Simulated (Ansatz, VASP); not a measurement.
**Si54C54O (start site: O_i (void)) in two plane-wave programs**

One calculation is typed for both programs; each brings its own data sets. How far apart do they land? Of the first pair: The structure shown is the start of the Ansatz relaxation below; VASP solves that cell, so the two are compared at the walk's first step.

Method: plane waves, with VASP 6.6.1 beside it; r2SCAN, in Ansatz 0.2.0.

## Step 1: Set-up

The cell holds 109 atoms: 54 Si, 54 C and 1 O. Its edges and angles: a = 9.236 Å, b = 9.236 Å, c = 15.108 Å, α = 90.0°, β = 90.0°, γ = 120.0°. It derives from SiC (SiC (P6_3mc)). Nearest the centre at fractional (0.111, 0.222, 0.437): O109 at 0.05 Å, Si11 at 1.96 Å, Si29 at 1.97 Å, C80 at 1.97 Å, C56 at 2.05 Å, C62 at 2.05 Å, Si5 at 2.06 Å, Si38 at 2.33 Å. The cell carries charge −2.

## Step 2: Ansatz: relaxation, r2SCAN

Ansatz runs on its PAW soft_1 files.

The two programs are compared at the cell with which this relaxation starts, whose forces are those of its first step.

Contents of input.yaml:

```yaml
crystal:
  lattice:
    - [9.23599493, 0.0, 0.0]
    - [-4.61799746, 7.99860624, 0.0]
    - [0.0, 0.0, 15.1078644]
  atoms:
    - { symbol: Si, position: [0.11111111, 0.22222222, 0.8329854] }
    - { symbol: Si, position: [0.22222222, 0.11111111, 0.3329854] }
    - { symbol: Si, position: [0.22222222, 0.11111111, 0.66650102] }
    - { symbol: Si, position: [0.11111111, 0.22222222, 0.16650102] }
    - { symbol: Si, position: [0.0, 0.0, 0.49972248] }
[... 2 atom lines left out ...]
    - { symbol: C, position: [0.0, 0.0, 0.37436694] }
    - { symbol: C, position: [0.11111111, 0.22222222, 0.70799668] }
[... 1 atom line left out ...]
    - { symbol: C, position: [0.22222222, 0.11111111, 0.54152848] }
[... 2 atom lines left out ...]
    - { symbol: Si, position: [0.22222222, 0.44444444, 0.3329854] }
[... 2 atom lines left out ...]
    - { symbol: Si, position: [0.0, 0.33333333, 0.49972248] }
[... 2 atom lines left out ...]
    - { symbol: C, position: [0.0, 0.33333333, 0.37436694] }
[... 2 atom lines left out ...]
    - { symbol: C, position: [0.22222222, 0.44444444, 0.54152848] }
[... 2 atom lines left out ...]
    - { symbol: Si, position: [0.22222222, 0.77777778, 0.3329854] }
[... 2 atom lines left out ...]
    - { symbol: Si, position: [0.0, 0.66666667, 0.49972248] }
[... 2 atom lines left out ...]
    - { symbol: C, position: [0.0, 0.66666667, 0.37436694] }
[... 2 atom lines left out ...]
    - { symbol: C, position: [0.22222222, 0.77777778, 0.54152848] }
[... 2 atom lines left out ...]
    - { symbol: Si, position: [0.55555556, 0.11111111, 0.3329854] }
    - { symbol: Si, position: [0.55555556, 0.11111111, 0.66650102] }
[... 1 atom line left out ...]
    - { symbol: Si, position: [0.33333333, 0.0, 0.49972248] }
[... 2 atom lines left out ...]
    - { symbol: C, position: [0.33333333, 0.0, 0.37436694] }
[... 2 atom lines left out ...]
    - { symbol: C, position: [0.55555556, 0.11111111, 0.54152848] }
[... 2 atom lines left out ...]
    - { symbol: Si, position: [0.55555556, 0.44444444, 0.3329854] }
[... 2 atom lines left out ...]
    - { symbol: Si, position: [0.33333333, 0.33333333, 0.49972248] }
[... 2 atom lines left out ...]
    - { symbol: C, position: [0.33333333, 0.33333333, 0.37436694] }
    - { symbol: C, position: [0.44444444, 0.55555556, 0.70799668] }
    - { symbol: C, position: [0.55555556, 0.44444444, 0.20799668] }
    - { symbol: C, position: [0.55555556, 0.44444444, 0.54152848] }
[... 2 atom lines left out ...]
    - { symbol: Si, position: [0.55555556, 0.77777778, 0.3329854] }
[... 1 atom line left out ...]
    - { symbol: Si, position: [0.44444444, 0.88888889, 0.16650102] }
    - { symbol: Si, position: [0.33333333, 0.66666667, 0.49972248] }
[... 2 atom lines left out ...]
    - { symbol: C, position: [0.33333333, 0.66666667, 0.37436694] }
[... 2 atom lines left out ...]
    - { symbol: C, position: [0.55555556, 0.77777778, 0.54152848] }
[... 2 atom lines left out ...]
    - { symbol: Si, position: [0.88888889, 0.11111111, 0.3329854] }
[... 2 atom lines left out ...]
    - { symbol: Si, position: [0.66666667, 0.0, 0.49972248] }
[... 2 atom lines left out ...]
    - { symbol: C, position: [0.66666667, 0.0, 0.37436694] }
[... 2 atom lines left out ...]
    - { symbol: C, position: [0.88888889, 0.11111111, 0.54152848] }
[... 2 atom lines left out ...]
    - { symbol: Si, position: [0.88888889, 0.44444444, 0.3329854] }
[... 5 atom lines left out ...]
    - { symbol: C, position: [0.66666667, 0.33333333, 0.37436694] }
[... 1 atom line left out ...]
    - { symbol: C, position: [0.88888889, 0.44444444, 0.20799668] }
    - { symbol: C, position: [0.88888889, 0.44444444, 0.54152848] }
[... 2 atom lines left out ...]
    - { symbol: Si, position: [0.88888889, 0.77777778, 0.3329854] }
[... 1 atom line left out ...]
    - { symbol: Si, position: [0.77777778, 0.88888889, 0.16650102] }
    - { symbol: Si, position: [0.66666667, 0.66666667, 0.49972248] }
[... 2 atom lines left out ...]
    - { symbol: C, position: [0.66666667, 0.66666667, 0.37436694] }
[... 2 atom lines left out ...]
    - { symbol: C, position: [0.88888889, 0.77777778, 0.54152848] }
[... 1 atom line left out ...]
    - { symbol: O, position: [0.111111, 0.222222, 0.437048] }
  host:
    repeats: [3, 3, 1]
    atoms:
      - { symbol: Si, position: [0.33333333, 0.66666667, 0.8329854] }
      - { symbol: Si, position: [0.66666667, 0.33333333, 0.3329854] }
      # ... 10 more atoms of the perfect host
total_charge: -2
basis:
  ecutwfc: 500
  xc_grid: 2
hamiltonian:
  xc: r2scan
  pseudopotentials: { kind: paw, azcp: { folder: soft_1 } }
kpoints:
  mp_grid: { grid: [1, 1, 1], shift: [0.25, 0.25, 0.25] }
scf:
  occupations: { method: fixed }
  max_iter: 100
output:
  forces: true
  charged_corrections:
    epsilon: [7.09, 7.09, 7.35]
    static_epsilon: [10.43, 10.43, 10.95]
    defect_position: [0.111111, 0.222222, 0.437048]
relax:
  f_tol: 0.02
  max_steps: 80
  random_displacement: { amplitude: 0.05, seed: 5129 }
checkpoint:
  write: "../qm2.relax.run"
  compress: false
  write_wavefunctions: true
  write_every: 100000
```

Run with:

```sh
$ ansatz run input.yaml --threads 4 --pin off --max-ram 15073MiB --backend cpu --events-out ev --progress --plain --runs-dir out
```

Numbers of over 12 decimals in the logs are rounded to 6 here.

The program printed:

```text
Engine: ansatz 0.2.0, aarch64-unknown-linux-gnu
Pseudopotentials: kind: paw
Pseudopotential: Si, paw, valence charge 4, recommended cutoff 500 eV (meta_gga), soft_1/Si.paw.azcp
Pseudopotential: C, paw, valence charge 4, recommended cutoff 500 eV (meta_gga), soft_1/C.paw.azcp
Pseudopotential: O, paw, valence charge 6, recommended cutoff 500 eV (meta_gga), soft_1/O.paw.azcp
Functional definition: r2SCAN
  parameter k0 = 0.174
  parameter k1 = 0.065
  parameter a1 = 4.9479
  exchange = r2scan_x(k0 = k0, k1 = k1, a1 = a1)
  correlation = r2scan_c
Crystal: 109 atoms, lattice volume = 1116.095 Å³
Basis set: ecut = 500 eV, 28399 PW (Γ), exchange–correlation on 144×144×240 points (8 copies of the dense FFT grid, shifted against one another)
Bands: 329, of which v1, the nominal top of the filled ones, is band 220 counted from 1 (219 counted from 0)
Symmetry: 1 space group operations
k-points: 1
Non-local potential: Si, projectors of the file, l = 0: 2, l = 1: 2, l = 2: 1
Non-local potential: C, projectors of the file, l = 0: 2, l = 1: 2, l = 2: 1
Non-local potential: O, projectors of the file, l = 0: 2, l = 1: 2, l = 2: 1
PAW form: soft (Blöchl's): semilocal exchange-correlation on the pseudo side does not see the compensation charge
PAW frozen core: Si, regenerated for the run's functional (the file was generated under x = pbe(κ = 0.804, μ = 0.219515), c = pbe(β = 0.066725))
PAW frozen core: C, regenerated for the run's functional (the file was generated under x = pbe(κ = 0.804, μ = 0.219515), c = pbe(β = 0.066725))
PAW frozen core: O, regenerated for the run's functional (the file was generated under x = pbe(κ = 0.804, μ = 0.219515), c = pbe(β = 0.066725))
PAW one-centre angular grid: Si, 302 points (default); XC on 160 Gauss nodes
PAW one-centre angular grid: C, 302 points (default); XC on 219 of its mesh's 2255 points in the sphere
PAW one-centre angular grid: O, 302 points (default); XC on 160 Gauss nodes
Initial density: superposition of atomic densities (chi_scale 0.1, normalization cell, long waves kept (reshape's long-wave potential 0.71 eV rms))
Initial wavefunctions: pseudopotential atomic-orbital guess
Functional: x = r2scan, c = r2scan; τ floored in thin density (d = 2e-4 eV/Å³)
SCF iter   1: F=—  HF=-48732.170029 eV  |F-HF|=—  |Δ(HF+E_count)|=         —  Δρ=1.47e-1  dr2=3.97e2  dr2_τ=3.00e1  ethr=3.10e-3  ⟨swp⟩=5.0  Hψ=1120  notcnv=0  defer=106
preconditioner: auto → Resta (q_TF=auto, 2.336 Å⁻¹)  ε∞=4.0  [insulator: Δε(μ)=0.079 eV  Ē_g=13.572 eV  n_scr=244 (ndim 8)  ℏωp=23.3 eV  f_vac=0.000  ε∞_Penn≈4.0]
SCF iter   2: F=—  HF=-48691.020786 eV  |F-HF|=—  |Δ(HF+E_count)|=    4.11e1  Δρ=9.01e-2  dr2=1.12e2  dr2_τ=1.14e1  ethr=3.10e-3  ⟨swp⟩=5.0  Hψ=1012  notcnv=0  defer=107
SCF iter   3: F=—  HF=-48670.474963 eV  |F-HF|=—  |Δ(HF+E_count)|=    2.05e1  Δρ=3.53e-2  dr2=1.65e1  dr2_τ=6.17e-1  ethr=3.10e-3  ⟨swp⟩=4.0  Hψ=794  notcnv=0  defer=105
SCF iter   4: F=—  HF=-48672.211314 eV  |F-HF|=—  |Δ(HF+E_count)|=    1.74e0  Δρ=4.44e-2  dr2=5.28e1  dr2_τ=1.28e0  ethr=3.10e-3  ⟨swp⟩=5.0  Hψ=581  notcnv=0  defer=106  recentre
SCF iter   5: F=—  HF=-48673.728116 eV  |F-HF|=—  |Δ(HF+E_count)|=    1.52e0  Δρ=2.28e-2  dr2=1.56e1  dr2_τ=2.31e-1  ethr=3.10e-3  ⟨swp⟩=4.0  Hψ=573  notcnv=0  defer=105
SCF iter   6: F=—  HF=-48672.500871 eV  |F-HF|=—  |Δ(HF+E_count)|=    1.23e0  Δρ=1.75e-2  dr2=9.20e0  dr2_τ=1.68e-1  ethr=3.10e-3  ⟨swp⟩=2.0  Hψ=339  notcnv=0  defer=107
SCF iter   7: F=—  HF=-48671.354934 eV  |F-HF|=—  |Δ(HF+E_count)|=    1.15e0  Δρ=1.05e-2  dr2=3.65e0  dr2_τ=6.18e-2  ethr=2.09e-3  ⟨swp⟩=2.0  Hψ=342  notcnv=0  defer=107
SCF iter   8: F=—  HF=-48670.816280 eV  |F-HF|=—  |Δ(HF+E_count)|=   5.39e-1  Δρ=4.16e-3  dr2=5.64e-1  dr2_τ=1.04e-2  ethr=8.29e-4  ⟨swp⟩=2.0  Hψ=559  notcnv=0  defer=107
SCF iter   9: F=—  HF=-48670.737165 eV  |F-HF|=—  |Δ(HF+E_count)|=   7.91e-2  Δρ=9.52e-4  dr2=2.49e-2  dr2_τ=6.50e-4  ethr=1.28e-4  ⟨swp⟩=3.0  Hψ=563  notcnv=0  defer=107
SCF iter  10: F=—  HF=-48670.734223 eV  |F-HF|=—  |Δ(HF+E_count)|=   2.94e-3  Δρ=2.43e-4  dr2=1.38e-3  dr2_τ=4.53e-5  ethr=5.66e-6  ⟨swp⟩=3.0  Hψ=452  notcnv=0  defer=107
SCF iter  11: F=—  HF=-48670.734159 eV  |F-HF|=—  |Δ(HF+E_count)|=   6.42e-5  Δρ=3.68e-4  dr2=4.31e-3  dr2_τ=1.08e-4  ethr=3.13e-7  ⟨swp⟩=3.0  Hψ=450  notcnv=0  defer=107
SCF iter  12: F=—  HF=-48670.733632 eV  |F-HF|=—  |Δ(HF+E_count)|=   5.27e-4  Δρ=1.74e-5  dr2=4.90e-6  dr2_τ=1.68e-6  ethr=3.13e-7  ⟨swp⟩=3.0  Hψ=552  notcnv=0  defer=107
SCF iter  13: F=-48670.733631 eV  HF=-48670.733632 eV  |F-HF|=8.69e-7  |Δ(HF+E_count)|=   3.00e-7  Δρ=6.36e-6  dr2=1.08e-6  dr2_τ=2.45e-8  ethr=1.11e-9  ⟨swp⟩=5.0  Hψ=902  notcnv=0
SCF 1 converged in 13 iterations: F = -48670.733631 eV  dr2 = 1.08e-6
  greatest PAW one-centre occupation: 0.896 electrons in one spin orbital (limit 2), on the O atom at site 108 (counted from 0), in its partial waves of l = 0
[...]
- { symbol: Si, position: [0.111182, 0.222247, 0.166541] }
    - { symbol: Si, position: [0.00778058, 0.016504, 0.498423] }
    - { symbol: Si, position: [0.000485873, -0.0003731, 0.999469] }
    - { symbol: C, position: [0.000672778, -0.000713149, 0.874752] }
    - { symbol: C, position: [-0.00506286, -0.00829781, 0.369673] }
    - { symbol: C, position: [0.111390, 0.221961, 0.708492] }
    - { symbol: C, position: [0.222434, 0.110984, 0.206852] }
    - { symbol: C, position: [0.230108, 0.103405, 0.547944] }
    - { symbol: C, position: [0.111463, 0.222045, 0.041384] }
    - { symbol: Si, position: [0.110910, 0.555275, 0.832769] }
    - { symbol: Si, position: [0.221376, 0.443810, 0.332966] }
    - { symbol: Si, position: [0.223722, 0.447549, 0.667660] }
    - { symbol: Si, position: [0.111034, 0.555636, 0.166251] }
    - { symbol: Si, position: [0.00753482, 0.326002, 0.498706] }
    - { symbol: Si, position: [0.000508145, 0.332975, 0.999479] }
    - { symbol: C, position: [0.000706641, 0.332700, 0.874757] }
    - { symbol: C, position: [-0.00485443, 0.338273, 0.369972] }
    - { symbol: C, position: [0.110244, 0.555795, 0.709499] }
    - { symbol: C, position: [0.222409, 0.445328, 0.206954] }
    - { symbol: C, position: [0.230280, 0.461207, 0.548303] }
    - { symbol: C, position: [0.111589, 0.555647, 0.041170] }
    - { symbol: Si, position: [0.110929, 0.887578, 0.832757] }
    - { symbol: Si, position: [0.221737, 0.778098, 0.333860] }
    - { symbol: Si, position: [0.221250, 0.777190, 0.665718] }
    - { symbol: Si, position: [0.111015, 0.888695, 0.166207] }
    - { symbol: Si, position: [-0.00205366, 0.666352, 0.499880] }
    - { symbol: Si, position: [0.000383308, 0.666226, 0.999130] }
    - { symbol: C, position: [0.000293206, 0.665789, 0.874863] }
    - { symbol: C, position: [-0.00113637, 0.667083, 0.373514] }
    - { symbol: C, position: [0.110372, 0.887154, 0.709482] }
    - { symbol: C, position: [0.222039, 0.777989, 0.207895] }
    - { symbol: C, position: [0.221736, 0.777832, 0.541168] }
    - { symbol: C, position: [0.111571, 0.888537, 0.041120] }
    - { symbol: Si, position: [0.445784, 0.222437, 0.832760] }
    - { symbol: Si, position: [0.555367, 0.111708, 0.333867] }
    - { symbol: Si, position: [0.556181, 0.112108, 0.665724] }
    - { symbol: Si, position: [0.444738, 0.222402, 0.166216] }
    - { symbol: Si, position: [0.334064, -0.00059427, 0.501319] }
    - { symbol: Si, position: [0.333909, -0.000432855, 0.999285] }
    - { symbol: C, position: [0.334110, -0.00071446, 0.874422] }
    - { symbol: C, position: [0.332912, 0.000575447, 0.374678] }
    - { symbol: C, position: [0.446180, 0.222955, 0.709490] }
    - { symbol: C, position: [0.555459, 0.111397, 0.207901] }
    - { symbol: C, position: [0.555647, 0.111737, 0.541170] }
    - { symbol: C, position: [0.444953, 0.221931, 0.041132] }
    - { symbol: Si, position: [0.445750, 0.555322, 0.832753] }
    - { symbol: Si, position: [0.558005, 0.446235, 0.331120] }
    - { symbol: Si, position: [0.555175, 0.444229, 0.664628] }
[...]
- { symbol: Si, position: [0.667099, 0.335509, 0.499884] }
    - { symbol: Si, position: [0.667227, 0.333126, 0.999132] }
[...]
- { symbol: C, position: [0.889719, 0.443732, 0.540592] }
    - { symbol: C, position: [0.778150, 0.555423, 0.040026] }
    - { symbol: Si, position: [0.778062, 0.887657, 0.832758] }
    - { symbol: Si, position: [0.887194, 0.775443, 0.331137] }
    - { symbol: Si, position: [0.889106, 0.778154, 0.664628] }
    - { symbol: Si, position: [0.777757, 0.888747, 0.166261] }
    - { symbol: Si, position: [0.667243, 0.666210, 0.499932] }
    - { symbol: Si, position: [0.667238, 0.666282, 0.999117] }
    - { symbol: C, position: [0.667587, 0.665886, 0.874847] }
    - { symbol: C, position: [0.666510, 0.666933, 0.373496] }
    - { symbol: C, position: [0.777464, 0.887209, 0.709492] }
    - { symbol: C, position: [0.887688, 0.775994, 0.205693] }
    - { symbol: C, position: [0.890214, 0.780826, 0.540647] }
    - { symbol: C, position: [0.777829, 0.888584, 0.041172] }
    - { symbol: O, position: [0.110738, 0.222806, 0.464789] }
```

The column dr2 measures how far the density is from self-consistency, as an energy; F and HF (Harris–Foulkes) agree once it is small.

## Step 3: VASP: single point, r2SCAN, start cell, pair 1

The same cell, functional and mesh now go to VASP, with its own data sets.

Lines of VASP's logs that name or quote its potential files are left out, and so is its time.

Contents of INCAR:

```
SYSTEM = Si54C54O
PREC = Accurate
ENCUT = 580
EDIFF = 1E-06
NELM = 120
ISMEAR = 0
SIGMA = 0.01
LREAL = Auto
ALGO = Normal
METAGGA = R2SCAN
LASPH = .TRUE.
NELECT = 440
NBANDS = 296
LORBIT = 11
LWAVE = .FALSE.
LCHARG = .FALSE.
ISIF = 2
ISYM = 0
GGA_COMPAT = .FALSE.
EFERMI = MIDGAP
LMIXTAU = .TRUE.
NCORE = 2
```

Contents of POSCAR:

```
Si54C54O
1.0
    9.2359949282      0.0000000000      0.0000000000
   -4.6179974641      7.9986062370      0.0000000000
    0.0000000000      0.0000000000     15.1078644027
Si C O
54 54 1
Direct
    0.1136519405      0.2284136693      0.8326805606
    0.2162361797      0.1092264045      0.3323144070
    0.2185996534      0.1108678154      0.6690220888
    0.1146958406      0.2240560351      0.1637898603
    0.9963240833      0.9953575662      0.5017781996
[... 2 atom lines left out ...]
    0.2218924315      0.4472246656      0.3302139778
    0.2217944753      0.4419252424      0.6694869460
[... 1 atom line left out ...]
    0.0028893697      0.3307646259      0.4981121619
[... 2 atom lines left out ...]
    0.2207965411      0.7733418569      0.3352663133
[... 2 atom lines left out ...]
    0.0043671727      0.6727202016      0.4998231913
[... 2 atom lines left out ...]
    0.5614380266      0.1124703446      0.3335493929
[... 2 atom lines left out ...]
    0.3346297765      0.9979051350      0.4969530305
[... 2 atom lines left out ...]
    0.5556268546      0.4392262722      0.3337827151
[... 2 atom lines left out ...]
    0.3273450694      0.3287962830      0.4996125064
[... 2 atom lines left out ...]
    0.5507234649      0.7725117123      0.3318138068
[... 2 atom lines left out ...]
    0.3312825447      0.6617417889      0.4976997939
[... 2 atom lines left out ...]
    0.8940851521      0.1162891349      0.3339325047
    0.8935826712      0.1103493501      0.6675808527
[... 1 atom line left out ...]
    0.6629273166      0.9957302561      0.4975132024
[... 2 atom lines left out ...]
    0.8882551885      0.4494212983      0.3335912916
[... 2 atom lines left out ...]
    0.6722214900      0.3354560683      0.5011866534
[... 2 atom lines left out ...]
    0.8939955267      0.7772232831      0.3328013057
[... 2 atom lines left out ...]
    0.6711515405      0.6710320324      0.4978170177
[... 2 atom lines left out ...]
    0.0008882848      0.9973439123      0.3716948902
    0.1108124785      0.2166998785      0.7083690795
    0.2270160687      0.1117478438      0.2061654061
    0.2279527192      0.1132718593      0.5427785676
[... 2 atom lines left out ...]
    0.9980372116      0.3373922806      0.3749819861
[... 1 atom line left out ...]
    0.2203219032      0.4483594884      0.2090429141
    0.2182256186      0.4456905234      0.5399341550
[... 2 atom lines left out ...]
    0.9964461545      0.6687740141      0.3756989637
[... 2 atom lines left out ...]
    0.2258714906      0.7829252765      0.5432873093
[... 2 atom lines left out ...]
    0.3312636635      0.9938701821      0.3741422910
[... 2 atom lines left out ...]
    0.5563523472      0.1079336792      0.5390797655
[... 2 atom lines left out ...]
    0.3274438906      0.3322013762      0.3743142544
[... 2 atom lines left out ...]
    0.5548720645      0.4407775424      0.5441149577
[... 2 atom lines left out ...]
    0.3283066995      0.6663435906      0.3758083769
[... 5 atom lines left out ...]
    0.6637119036      0.0032435651      0.3739470947
[... 1 atom line left out ...]
    0.8874213447      0.1144636919      0.2100236615
    0.8877614017      0.1069095008      0.5391513177
[... 2 atom lines left out ...]
    0.6729153945      0.3364281126      0.3742775186
[... 1 atom line left out ...]
    0.8862083169      0.4382519774      0.2076228590
    0.8949027166      0.4459761981      0.5415784642
[... 2 atom lines left out ...]
    0.6727032061      0.6695639017      0.3735105671
[... 2 atom lines left out ...]
    0.8833412970      0.7751666748      0.5400064352
[... 1 atom line left out ...]
    0.1165180214      0.2228513252      0.4381206254
```

Contents of KPOINTS:

```
Points of the shifted mesh
1
Reciprocal
 0.2500000000  0.2500000000  0.2500000000 1
```

Potentials, in the order of the species: Si, C and O (PBE family, release 64).

Run with:

```sh
$ mpirun -np 8 vasp_std
```

The program printed:

```text
[banner, memory and clock lines left out]
running    8 mpi-ranks, on    1 nodes
[...]
|                                                                             |
|               ----> ADVICE to this user running VASP <----                  |
|                                                                             |
|     You enforced a specific xc type in the INCAR file but a different       |
|     [... a line on the potential file left out ...]
|     I HOPE YOU KNOW WHAT YOU ARE DOING!                                     |
|                                                                             |

 LDA part: xc-table for (None), standard interpolation
 POSCAR, INCAR and KPOINTS ok, starting setup
[...]
entering main loop
       N       E                     dE             d eps       ncg     rms          rms(c)
DAV:   1     0.131682046868E+04    0.13168E+04   -0.22321E+05   592   0.152E+03
DAV:   2    -0.102131741207E+04   -0.23381E+04   -0.22150E+04   728   0.261E+02
DAV:   3    -0.119046681547E+04   -0.16915E+03   -0.16734E+03   720   0.653E+01
DAV:   4    -0.119446109750E+04   -0.39943E+01   -0.39750E+01   720   0.108E+01
DAV:   5    -0.119456882825E+04   -0.10773E+00   -0.10753E+00   728   0.169E+00BRMIX: very serious problems
 the old and the new charge density differ
 old charge density:   438.00000 new  440.00000
    0.685E+01
DAV:   6    -0.108435131345E+04    0.11022E+03   -0.30826E+02   688   0.256E+01    0.381E+01
DAV:   7    -0.103013549566E+04    0.54216E+02   -0.32093E+01   704   0.100E+01    0.157E+01
DAV:   8    -0.108009343089E+04   -0.49958E+02   -0.14347E+01   632   0.814E+00    0.108E+01
DAV:   9    -0.104833003806E+04    0.31763E+02   -0.50653E+00   648   0.490E+00    0.487E+00
[...]
DAV:  25    -0.102547869510E+04   -0.35501E-05   -0.17041E-06   408   0.387E-03    0.434E-03
DAV:  26    -0.102547869381E+04    0.12925E-05   -0.12612E-06   384   0.317E-03    0.356E-03
DAV:  27    -0.102547869388E+04   -0.73807E-07   -0.45544E-07   344   0.171E-03
   1 F= -.10254787E+04 E0= -.10254787E+04  d E =0.000000E+00
```

Parts of OUTCAR (step 3):

```text
  FREE ENERGIE OF THE ION-ELECTRON SYSTEM (eV)
  ---------------------------------------------------
  free  energy   TOTEN  =     -1025.4786938846 eV

  energy  without entropy=    -1025.4786938846  energy(sigma->0) =    -1025.47869388
```

The run ends at a pressure of 5.68 GPa, with forces up to 5.1 eV/Å.

(Continued in part 2 of 2.)

[Lines on the potential files, build, host, timing and source positions are cut from VASP's logs without a mark.]

[Logs are printed without paths, hosts, clocks, repeated set-up lines and the standing remarks that a program may print on its own settings, such as how far it seeks lower states.]

[Hosts, paths, dates, database ids (printed as entryN), source tags and the programs' standing remarks are cut or masked in the printed files.]
